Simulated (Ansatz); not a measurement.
# HgTe: energy along a strain

HgTe, F-43m, a = 6.447 Å (as given, not relaxed at this level: 4.1 GPa). Ansatz: PBE, PAW, 420 eV, Γ-centred 14×14×14 mesh on 2 atoms, Gaussian smearing 0.15 eV; no spin polarisation. Cell vectors (Å): 0.000 3.224 3.224; 3.224 0.000 3.224; 3.224 3.224 0.000. The cell is strained by x per cent times the pattern (0 0 1 0 0 0) in the order xx yy zz yz xz xy (engineering shears), with fractional coordinates held. y is the free energy over the start, V0 = 33.495 Å³/atom.

| x (%) | y (meV/atom) |
| --- | --- |
| -6.00 | 75.64 |
| -4.50 | 51.92 |
| -3.00 | 31.48 |
| -1.50 | 14.22 |
| 0.00 | 0.00 |
| 1.50 | -11.30 |
| 3.00 | -19.81 |
| 4.50 | -25.65 |
| 5.25 | ? |
| 6.00 | -28.95 |

Fit y = c1 x + c2 x² + c3 x³ to the other rows, get the stiffness along the pattern, and predict the missing energy.

Least squares on the rows shown. y = −8.4931 x + 0.64851 x² − 0.0061903 x³. The clamped-ion stiffness p·C·p = 2 × 6.485 eV × 160.2 / 33.495 Å³ = 62 GPa, which is C33 in these axes (C11 of the cubic crystal) (second derivative at the start, which stands under stress). At x = 5.25 the fit asked for gives -27.61 meV/atom. The run gave -27.61 meV/atom, the same to the digits shown.

Spin–orbit coupling is left out, which can shift energies with elements as heavy as these.

The energy falls all the way to the largest extension because the starting cell is compressed for this functional, not because the zinc-blende lattice is unstable. PBE commonly overestimates the lattice constants of heavy semiconductors, so a cell close to the experimental size is left under positive pressure. The negative cubic term is ordinary bond anharmonicity: the curvature drops as the Hg–Te bonds lengthen and stiffens as they are squeezed. The 62 GPa is therefore probably somewhat above what the same functional would give at its own equilibrium volume. Its modest size fits long, partly ionic bonds in which the relativistically stabilised Hg 6s shell takes part only reluctantly in sp³ bonding. Holding the fractional coordinates costs nothing here, since symmetry forbids an internal displacement under strain along a cube axis. The agreement at the omitted point supports a smooth interpolation within the sampled range, but a single axial strain says nothing about resistance to shear.
